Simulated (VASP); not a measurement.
# K: single point with PBE

Crystal: K.

```
K
1.0
     0.00000    3.33132    3.33132
     3.33132    0.00000    3.33132
     3.33132    3.33132    0.00000
K
1
Direct
  0.00000 0.00000 0.00000
```

The cell was built by a generator and needn't be a form met in nature.

```
Program             : VASP 6.6.1
Task                : single point
Functional          : PBE
Potentials or basis : VASP PAW PBE potentials, release 64 (K_sv)
Cutoff              : 520 eV
k mesh              : 12 × 12 × 12
Occupations         : gaussian, width 0.05 eV
Spin                : no spin polarisation
```

```
Pressure               : 0.0 GPa
Band gap on the k mesh : none (metal or under the smearing width)
```

Levels at points of the mesh, in eV from the Fermi level:
```
           k point  band 2  band 3  band 4  band 5  band 6  band 7  band 8  band 9
(0.00, 0.00, 0.00)  -15.55  -15.55  -15.55   -2.12    4.24    4.24    4.24    5.49
(0.50, 0.00, 0.00)  -15.61  -15.56  -15.56    0.36    0.58    4.02    4.02    6.17
(0.50, 0.50, 0.00)  -15.61  -15.57  -15.57    0.95    1.41    2.37    4.94    4.94
```

Run time: 36 s on 1 thread of Intel(R) Xeon(R) Platinum 8488C (Sapphire Rapids), with other jobs on the host, peak memory 0.22 GiB.
